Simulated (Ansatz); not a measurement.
A run of Ansatz 0.2.0:

Contents of input.yaml:

```yaml
crystal:
  lattice:
    - [0.0, 2.3885, 2.3885]
    - [2.3885, 0.0, 2.3885]
    - [2.3885, 2.3885, 0.0]
  atoms:
    - { symbol: As, position: [0.75, 0.75, 0.75] }
    - { symbol: B, position: [0.0, 0.0, 0.0] }
hamiltonian:
  xc: lda
  pseudopotentials: { kind: paw_fr }
magnetization:
  noncollinear: true
  spin_orbit: true
kpoints:
  mp_grid: { grid: [7, 7, 7] }
  band_path:
    path:
      - [[0.0, 0.0, 0.0], [0.5, 0.0, 0.5], [0.5, 0.25, 0.75], [0.375, 0.375, 0.75], [0.0, 0.0, 0.0], [0.5, 0.5, 0.5], [0.625, 0.25, 0.625], [0.5, 0.25, 0.75], [0.5, 0.5, 0.5], [0.375, 0.375, 0.75]]
      - [[0.625, 0.25, 0.625], [0.5, 0.0, 0.5]]
    npoints: 14
scf:
  occupations: { method: fermi_dirac, width: 0.05 }
  n_extra_bands: 6
output:
  forces: true
  stress: true
  eigenvalues: true
  fatbands: false
  write_density: true
  write_potential: true
  elf: true
  volumetric_format: npy
```

Potentials or basis: Ansatz PAW.

Launch:

```console
$ ansatz run input.yaml --threads 2 --pin off --max-ram 5632MiB --backend cpu --events-out ev --progress --plain --runs-dir out
```

Hardware: 2 threads of Intel(R) Xeon(R) Processor @ 2.70GHz, with other jobs on the host.

Q: Estimate the wall time of this run.

A: Wall time 6.1 s on 2 threads of Intel(R) Xeon(R) Processor @ 2.70GHz, on a shared host, peak memory 0.41 GiB. Counts: scf iterations 7, plane waves 531, k points 20, bands 24.
